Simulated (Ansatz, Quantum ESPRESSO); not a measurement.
As and the functional, program beside program

Space group R-3m:H (No. 166). a = 3.762 Å, b = 3.762 Å, c = 10.542 Å, α = 90.00°, β = 90.00°, γ = 120.00°
```json
{"atom": "As", "site": "6c", "symmetry": "3m", "x": "0.0000", "y": "0.0000", "z": "0.2260"}
```

Kept alike: task band structure; k mesh 9 × 9 × 9; occupations fermi-dirac, width 0.05 eV; no spin polarisation. The mesh is that of the run's cell of 2 atoms. No spin-orbit coupling.

- A: Ansatz, all-electron LAPW, scalar-relativistic
- B: Quantum ESPRESSO, SG15 PBE 1.2, made for PBE, cutoff 952 eV

| functional | A: pressure (GPa) | B: pressure (GPa) |
| --- | --- | --- |
| LDA | -1.35 | 2.27 |
| PBE | 3.72 | 4.01 |
| PBEsol | 0.28 | 2.34 |

Pressure is positive in compression; plane-wave values hold the error of the finite cutoff. Values on potentials made for another functional: B at LDA, PBEsol. For a metal such a mesh leaves the last digits unconverged.

Task: How large is the effect of the functional, and do the programs agree on it?

Result: From LDA to PBE the pressure moves by +5.07 in A, +1.74 in B (GPa). Row by row the programs differ by 0.29 to 3.62, and the shifts point the same way but differ by 66 % of the larger. Shifts from LDA: PBE +5.07, +1.74; PBEsol +1.63, +0.07; the programs' shifts differ by up to 3.33.
